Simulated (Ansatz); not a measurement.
Step by step: Rb, relaxation of cell and atoms

Level of theory: DFT, PBE, PAW with Ansatz's default frozen-core files, scalar-relativistic in Ansatz 0.2.0.

Command: `ansatz run input.yaml --threads 1 --pin off --max-ram 2048MiB --backend cpu --events-out ev --progress --plain --runs-dir out` The run took 23 s on 1 thread of Intel(R) Xeon(R) 6975P-C (Granite Rapids), with other jobs on the host.

```yaml
crystal:
  lattice:
    - [3.6234121306, 0.0, 0.0]
    - [-1.8117060653, 3.1379669535, 0.0]
    - [0.0, 0.0, 5.8699276516]
  atoms:
    - { symbol: Rb, position: [0.3333333333, 0.6666666667, 0.25] }
    - { symbol: Rb, position: [0.6666666667, 0.3333333333, 0.75] }
kpoints:
  mp_grid: { grid: [11, 11, 6] }
scf:
  occupations: { method: fermi_dirac, width: 0.03 }
hamiltonian:
  xc: pbe
  pseudopotentials: { kind: paw }
output:
  forces: true
  stress: true
relax:
  f_tol: 0.005
  max_steps: 80
  cell: {}
```

The cell is built from the hcp type as a first guess.

The cutoff is 420 eV; energies and pressures of the walk include the program's estimate of the Pulay term.

Each frame lists the cell vectors (Å), then Cartesian positions (Å); symmetry keeps all forces zero. Free energies count from the first step, -6532.0760 eV.

The walk took 14 evaluations in all; steps that aren't listed are left out.

Step 1: E = 0.0 meV, P = 14.31 GPa

```
cell 3.6234 0.0000 0.0000 -1.8117 3.1380 0.0000 0.0000 0.0000 5.8699
Rb    0.0000    2.0920    1.4675
Rb    1.8117    1.0460    4.4024
```

Step 2: E = -768.7 meV, P = 10.44 GPa

```
cell 3.7930 0.0000 0.0000 -1.8965 3.2849 0.0000 0.0000 0.0000 6.1561
Rb    0.0000    2.1899    1.5390
Rb    1.8965    1.0950    4.6171
```

Step 3: E = -1375.2 meV, P = 7.22 GPa

```
cell 3.9697 0.0000 0.0000 -1.9848 3.4378 0.0000 0.0000 0.0000 6.4365
Rb    0.0000    2.2919    1.6091
Rb    1.9848    1.1459    4.8274
```

Step 4: E = -1821.6 meV, P = 4.85 GPa

```
cell 4.1415 0.0000 0.0000 -2.0708 3.5867 0.0000 0.0000 0.0000 6.7227
Rb    0.0000    2.3911    1.6807
Rb    2.0708    1.1956    5.0420
```

Step 5: E = -2140.5 meV, P = 3.17 GPa

```
cell 4.3104 0.0000 0.0000 -2.1552 3.7329 0.0000 0.0000 0.0000 7.0087
Rb    0.0000    2.4886    1.7522
Rb    2.1552    1.2443    5.2565
```

Step 6: E = -2356.9 meV, P = 1.95 GPa

```
cell 4.4748 0.0000 0.0000 -2.2374 3.8753 0.0000 0.0000 0.0000 7.2946
Rb    0.0000    2.5835    1.8237
Rb    2.2374    1.2918    5.4710
```

Step 7: E = -2490.9 meV, P = 1.01 GPa

```
cell 4.6383 0.0000 0.0000 -2.3192 4.0169 0.0000 0.0000 0.0000 7.5807
Rb    0.0000    2.6779    1.8952
Rb    2.3192    1.3390    5.6855
```

Step 8:

```
cell 4.8009 0.0000 0.0000 -2.4004 4.1577 0.0000 0.0000 0.0000 7.8669
Rb    0.0000    2.7718    1.9667
Rb    2.4004    1.3859    5.9002
```

Step 9: E = -2557.5 meV, P = 0.00 GPa

```
cell 4.8635 0.0000 0.0000 -2.4318 4.2119 0.0000 0.0000 0.0000 7.9789
Rb    0.0000    2.8080    1.9947
Rb    2.4318    1.4040    5.9841
```

Step 10: E = -2603.9 meV, P = 0.38 GPa (the cell of the step before, solved again on a basis chosen afresh, hence the jump)

Step 11: E = -2620.6 meV, P = 0.16 GPa

```
cell 4.9567 0.0000 0.0000 -2.4783 4.2926 0.0000 0.0000 0.0000 8.1499
Rb    0.0000    2.8617    2.0375
Rb    2.4783    1.4309    6.1124
```

Step 12: E = -2625.1 meV, P = -0.02 GPa

```
cell 5.0462 0.0000 0.0000 -2.5231 4.3701 0.0000 0.0000 0.0000 8.3612
Rb    0.0000    2.9134    2.0903
Rb    2.5231    1.4567    6.2709
```

Q: Give the energy, pressure of step 8.

A: E = -2552.3 meV, P = 0.26 GPa
```
Rb    0.0000    2.7718    1.9667
Rb    2.4004    1.3859    5.9002
```

Q: How does the relaxation end?

A: It converges, with a = 5.034 Å, b = 5.034 Å, c = 8.337 Å, α = 90.00°, β = 90.00°, γ = 120.00° (conventional cell, space group P6_3/mmc). The last solve (on a basis chosen afresh for the final cell, so its energy is not quite comparable) gives E = -2625.3 meV, P = 0.00 GPa:
```
cell 5.0345 0.0000 0.0000 -2.5172 4.3600 0.0000 0.0000 0.0000 8.3368
Rb    0.0000    2.9066    2.0842
Rb    2.5172    1.4533    6.2526
```
